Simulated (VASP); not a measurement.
# Nb (Im-3m) in VASP: a series of runs

The runs below take Nb through relaxation of cell and atoms, with RPBE.

All numbers are computed with VASP 6.6.1; they aren't measurements. Logs are shortened: lines on timing, memory, paths and dates and some standing lists are left out, and cuts for length are marked.

## (1) Starting point

Symmetry: Im-3m, No. 229, cubic system. Conventional cell: a = 3.328 Å, b = 3.328 Å, c = 3.328 Å, α = 90.00°, β = 90.00°, γ = 90.00°. Around Nb (site symmetry m-3m) lie 8 Nb at 2.88 Å.

## (2) Relaxation of cell and atoms, RPBE

The input, INCAR:

```
SYSTEM = Nb
ALGO = Normal
EDIFF = 1E-6
EDIFFG = -0.01
ENCUT = 600
GGA = RP
IBRION = 2
ISIF = 3
ISMEAR = 1
LASPH = .True.
LCHARG = .False.
LREAL = .False.
LWAVE = .False.
NELM = 80
NSW = 90
PREC = Accurate
SIGMA = 0.1
```

The input, KPOINTS:

```
k-points
0
Gamma
  16 16 16
  0 0 0
```

The input, POSCAR:

```
Nb
1.0
   -1.6639500000      1.6639500000      1.6639500000
    1.6639500000     -1.6639500000      1.6639500000
    1.6639500000      1.6639500000     -1.6639500000
Nb
1
Direct
    0.0000000000      0.0000000000      0.0000000000
```

Potentials or basis: VASP PAW PBE potentials, release 64 (Nb_sv).

Run with:

```console
$ cat potpaw_PBE.64/Nb_sv/POTCAR > POTCAR
$ mpirun -np 1 vasp_std > vasp.out
```

OUTCAR:

```text
SYSTEM = Nb
   EDIFF = 1E-6
   EDIFFG = -0.01
   ENCUT = 600
   GGA = RP
   IBRION = 2
   ISIF = 3
   ISMEAR = 1
   LASPH = .True.
   LREAL = .False.
   NELM = 80
   NSW = 90
   PREC = Accurate

 ion  position               nearest neighbor table
   1  0.000  0.000  0.000-

  LATTYP: Found a body centered cubic cell.
 ALAT       =     3.3279000000

  Lattice vectors:

 A1 = (  -1.6639500000,   1.6639500000,   1.6639500000)
 A2 = (   1.6639500000,  -1.6639500000,   1.6639500000)
 A3 = (   1.6639500000,   1.6639500000,  -1.6639500000)

Analysis of symmetry for initial positions (statically):
=====================================================================
 Subroutine PRICEL returns:
 Original cell was already a primitive cell.

 Routine SETGRP: Setting up the symmetry group for a
 body centered cubic supercell.

 Subroutine GETGRP returns: Found 48 space group operations
 (whereof 48 operations were pure point group operations)
 out of a pool of 48 trial point group operations.

The static configuration has the point symmetry O_h .

Analysis of symmetry for dynamics (positions and initial velocities):
=====================================================================
 Subroutine PRICEL returns:
 Original cell was already a primitive cell.

 Routine SETGRP: Setting up the symmetry group for a
 body centered cubic supercell.

 Subroutine GETGRP returns: Found 48 space group operations
 (whereof 48 operations were pure point group operations)
 out of a pool of 48 trial point group operations.

The dynamic configuration has the point symmetry O_h .

 Subroutine INISYM returns: Found 48 space group operations
 (whereof 48 operations are pure point group operations),
 and found     1 'primitive' translations

----------------------------------------------------------------------------------------

                                     Primitive cell

  volume of cell :      18.4281

  direct lattice vectors                    reciprocal lattice vectors
    -1.663950000  1.663950000  1.663950000     0.000000000  0.300489798  0.300489798
     1.663950000 -1.663950000  1.663950000     0.300489798  0.000000000  0.300489798
     1.663950000  1.663950000 -1.663950000     0.300489798  0.300489798  0.000000000

  length of vectors
     2.882045941  2.882045941  2.882045941     0.424956748  0.424956748  0.424956748

  position of ions in fractional coordinates (direct lattice)
     0.000000000  0.000000000  0.000000000

  ion indices of the primitive-cell ions
   primitive index   ion index
                 1           1

----------------------------------------------------------------------------------------

 KPOINTS: k-points

Automatic generation of k-mesh.
 Grid dimensions read from file:
 generate k-points for:   16   16   16

 Generating k-lattice:

  Cartesian coordinates                     Fractional coordinates (reciprocal lattice)
     0.000000000  0.018780612  0.018780612     0.062500000  0.000000000  0.000000000
     0.018780612  0.000000000  0.018780612     0.000000000  0.062500000  0.000000000
     0.018780612  0.018780612  0.000000000     0.000000000  0.000000000  0.062500000

  Length of vectors
     0.026559797  0.026559797  0.026559797

  Shift w.r.t. Gamma in fractional coordinates (k-lattice)
     0.000000000  0.000000000  0.000000000

 Subroutine IBZKPT returns following result:
 ===========================================

 Found    145 irreducible k-points:

 Following reciprocal coordinates:
            Coordinates               Weight
  0.000000  0.000000  0.000000      1.000000
  0.062500  0.000000  0.000000     12.000000
  0.125000  0.000000  0.000000     12.000000
  0.187500  0.000000  0.000000     12.000000
  0.250000  0.000000  0.000000     12.000000
  0.312500  0.000000  0.000000     12.000000
[... 16 lines left out ...]
  0.187500  0.187500  0.000000     24.000000
  0.250000  0.187500  0.000000     48.000000
 [... further k-points ...]
   k-points           NKPTS =    145   k-points in BZ     NKDIM =    145   number of bands    NBANDS=     10
   number of dos      NEDOS =    301   number of ions     NIONS =      1
   total plane-waves  NPLWV =  13824
   dimension x,y,z NGX =    24 NGY =   24 NGZ =   24
   dimension x,y,z NGXF=    48 NGYF=   48 NGZF=   48
   ions per type =               1
   NGX,Y,Z   is equivalent  to a cutoff of  13.84, 13.84, 13.84 a.u.
   NGXF,Y,Z  is equivalent  to a cutoff of  27.69, 27.69, 27.69 a.u.
 SYSTEM =  Nb
   PREC   = accura    normal or accurate (medium, high low for compatibility)
   ISTART =      0    job   : 0-new  1-cont  2-samecut
   ICHARG =      2    charge: 1-file 2-atom 10-const
   ISPIN  =      1    spin polarized calculation?
   LNONCOLLINEAR =      F non collinear calculations
   LSORBIT =      F    spin-orbit coupling
   LASPH  =      T    aspherical Exc in radial PAW
   ENCUT  =  600.0 eV  44.10 Ry    6.64 a.u.   5.76  5.76  5.76*2*pi/ulx,y,z
   NELM   =     80;   NELMIN=  2; NELMDL= -5     # of ELM steps
   EDIFF  = 0.1E-05   stopping-criterion for ELM
   LREAL  =      F    real-space projection
   EDIFFG = -.1E-01   stopping-criterion for IOM
   NSW    =     90    number of steps for IOM
   IBRION =      2    ionic relax: 0-MD 1-quasi-New 2-CG
   NFREE  =      1    steps in history (QN), initial steepest desc. (CG)
   ISIF   =      3    stress and relaxation
   ISYM   =      2    0-nonsym 1-usesym 2-fastsym
   POTIM  = 0.5000    time-step for ionic-motion
   TEBEG  =    0.0;   TEEND  =   0.0 temperature during run
   PSTRESS=    0.0 pullay stress
   NELECT =      13.0000    total number of electrons
   NUPDOWN=      -1.0000    fix difference up-down
   EMIN   =  10.00;   EMAX   =-10.00  energy-range for DOS
   EFERMI =   0.00;   METHOD = LEGACY
   ISMEAR =     1;   SIGMA  =   0.10  broadening in eV -4-tet -1-fermi 0-gaus
   EFERMI_NEDOS =   21; number of points for ismear=-14 and -15
   IALGO  =     38    algorithm
   IMIX   =      4    mixing-type and parameters
     AMIX     =   0.40;   BMIX     =  1.00
     AMIX_MAG =   1.60;   BMIX_MAG =  1.00
  volume/ion in A,a.u.               =      18.43       124.36
  Fermi-wavevector in a.u.,A,eV,Ry     =   1.457345  2.753983 28.896790  2.123854
  Thomas-Fermi vector in A             =   2.574157
   LORBIT       =      0    0 simple, 1 ext, 2 COOP (PROOUT), +10 PAW based schemes
   GGA     = RP    functional components
   LHFCALC =     F    Hartree Fock is set to
   AEXX    =    0.0000 exact exchange contribution
   IVDW    =     0    specifies the selected vdW correction
   LEPSILON=     F    determine dielectric tensor
   LRPA    =     F    only Hartree local field effects (RPA)
 conjugate gradient relaxation of ions
 non-spin polarized calculation
 Methfessel and Paxton  Order N= 1 SIGMA  =   0.10
  energy-cutoff  :      600.00
  volume of cell :       18.43
 maximum number of plane-waves:       630
   NGX = 11   NGY = 11   NGZ = 11

--------------------------------------- Ionic step        1  -------------------------------------------

 number of electron      12.9999999 magnetization

 Free energy of the ion-electron system (eV)
  ---------------------------------------------------
  ext. energy  EPLUGINS =         0.00000000
  ---------------------------------------------------
  free energy    TOTEN  =        -9.70014338 eV

  energy without entropy =       -9.69962040  energy(sigma->0) =       -9.69996906

------------------------ aborting loop because EDIFF is reached ----------------------------------------

  FORCE on cell =-STRESS in cart. coord.  units (eV):
  Direction    XX          YY          ZZ          XY          YZ          ZX
  --------------------------------------------------------------------------------------
  -------------------------------------------------------------------------------------
  Total       -0.0411760     -0.0411760     -0.0411760      0.0000000      0.0000000     -0.0000000
  in kB       -3.5799227     -3.5799227     -3.5799227      0.0000000      0.0000000     -0.0000000
  external PRESSURE =      -3.5799227 kB  Pullay stress =       0.0000000 kB
[... 55 lines left out ...]
  energy  without entropy=       -9.6994786794  energy(sigma->0) =       -9.69986989

--------------------------------------- Ionic step        3  -------------------------------------------

 number of electron      12.9999999 magnetization

 Free energy of the ion-electron system (eV)
  ---------------------------------------------------
  ext. energy  EPLUGINS =         0.00000000
  ---------------------------------------------------
  free energy    TOTEN  =        -9.70019159 eV

  energy without entropy =       -9.69964199  energy(sigma->0) =       -9.70000839

 E-fermi :  10.9817     XC(G=0): -12.3271

 val. band max:       10.9708801885   @ k =  -0.2500   0.3125   0.1250
 cond. band min:      10.9897414557   @ k =   0.3125   0.1875   0.0000
 fundamental gap:      0.0188612671
 Fermi energy:        10.9817430877

 k-point     1 :       0.0000    0.0000    0.0000
  band No.  band energies     occupation
      1     -43.4417      2.00000
      2     -18.7840      2.00000
      3     -18.7840      2.00000
      4     -18.7840      2.00000
      5       5.0732      2.00000
      6      11.3492     -0.00000
      7      11.3492     -0.00000
      8      11.3492     -0.00000
      9      14.1920      0.00000
     10      14.1920      0.00000
[... 287 lines left out ...]
 k-point    24 :       0.2500    0.1875    0.0000
  band No.  band energies     occupation
      1     -43.2428      2.00000
      2     -19.7789      2.00000
      3     -19.1943      2.00000
      4     -18.8936      2.00000
      5       8.2886      2.00000
      6       9.7314      2.00000
      7      10.5399      2.00000
      8      13.6324      0.00000
      9      14.9275      0.00000
     10      16.7334      0.00000

 [... further k-points ...]
[... 5 lines left out ...]
  --------------------------------------------------------------------------------------
  -------------------------------------------------------------------------------------
  Total        0.0000768      0.0000768      0.0000768      0.0000000      0.0000000     -0.0000000
  in kB        0.0066955      0.0066955      0.0066955      0.0000000      0.0000000     -0.0000000
  external PRESSURE =       0.0066955 kB  Pullay stress =       0.0000000 kB
[... 16 lines left out ...]
  FREE ENERGIE OF THE ION-ELECTRON SYSTEM (eV)
  ---------------------------------------------------
  free  energy   TOTEN  =        -9.7001915929 eV

  energy  without entropy=       -9.6996419880  energy(sigma->0) =       -9.70000839

 reached required accuracy - stopping structural energy minimisation
```

Run time: 36 s. Hardware: 1 thread of AMD EPYC 9R45 (Zen 5), shared host; peak memory 0.13 GiB.

Results:

```yaml
Free_energy: -9.7002 eV
Relaxed_volume: 18.39 Å³/atom
Relaxed_cell: a = 2.880 Å, b = 2.880 Å, c = 2.880 Å, α = 109.47°, β = 109.47°, γ = 109.47°
Space_group_after_relaxing_to_0.05_Å: Im-3m (No. 229)
Energy_gained_by_relaxing: 0.0 meV/atom
Ionic_steps: 3
Pressure_after_relaxing: 0.0 GPa
Band_gap_on_the_k_mesh: none (metal or under the smearing width)
```

Final structure:
```yaml
crystal:
  lattice:
    - [-1.66267, 1.66267, 1.66267]
    - [1.66267, -1.66267, 1.66267]
    - [1.66267, 1.66267, -1.66267]
  atoms:
    - { symbol: Nb, position: [0.00000, 0.00000, 0.00000] }
```

Caveat: the PAW data sets were made with another functional, which shifts forces and pressure a little.

## (3) Relaxation of cell and atoms, RPBE

This run uses another cell than the first one, of 18.39 Å³/atom, 0.998 times its volume.

INCAR: that of step 2 with these lines changed.

```diff
@@ -2,4 +2,4 @@
 ALGO = Normal
-EDIFF = 1E-6
-EDIFFG = -0.01
+EDIFF = 1E-7
+EDIFFG = -0.005
 ENCUT = 600
```

KPOINTS is that of step 2.

The input, POSCAR:

```
Nb                                      
1.0
   -1.6626664559      1.6626664559      1.6626664559
    1.6626664559     -1.6626664559      1.6626664559
    1.6626664559      1.6626664559     -1.6626664559
  Nb            
     1
Direct
     0.0000000000000000    0.0000000000000000    0.0000000000000000
```

Potentials or basis: VASP PAW PBE potentials, release 64 (Nb_sv).

Run with:

```console
$ cat potpaw_PBE.64/Nb_sv/POTCAR > POTCAR
$ mpirun -np 1 vasp_std > vasp.out
```

Wall time 19 s (1 thread of AMD EPYC 9R45 (Zen 5), shared host); peak memory 0.13 GiB.

Results (log left out):

| Property | Result |
| --- | --- |
| Free energy | -9.7002 eV |
| Pressure after relaxing | 0.0 GPa |
| Band gap on the k mesh | none (metal or under the smearing width) |

Final structure:
```yaml
crystal:
  lattice:
    - [-1.66267, 1.66267, 1.66267]
    - [1.66267, -1.66267, 1.66267]
    - [1.66267, 1.66267, -1.66267]
  atoms:
    - { symbol: Nb, position: [0.00000, 0.00000, 0.00000] }
```

Levels at points of the mesh, in eV from the Fermi level:
| k point | band 4 | band 5 | band 6 | band 7 | band 8 | band 9 |
| --- | --- | --- | --- | --- | --- | --- |
| (0.00, 0.00, 0.00) | -29.77 | -5.91 | 0.37 | 0.37 | 0.37 | 3.21 |
| (0.50, 0.00, 0.00) | -29.78 | -3.64 | -1.60 | 2.16 | 3.23 | 3.89 |
| (0.50, 0.50, 0.50) | -30.64 | -3.61 | -3.61 | 5.44 | 5.44 | 5.44 |

Caveat: the relaxation stopped at its first step, so nothing moved; the PAW data sets were made with another functional, which shifts forces and pressure a little.
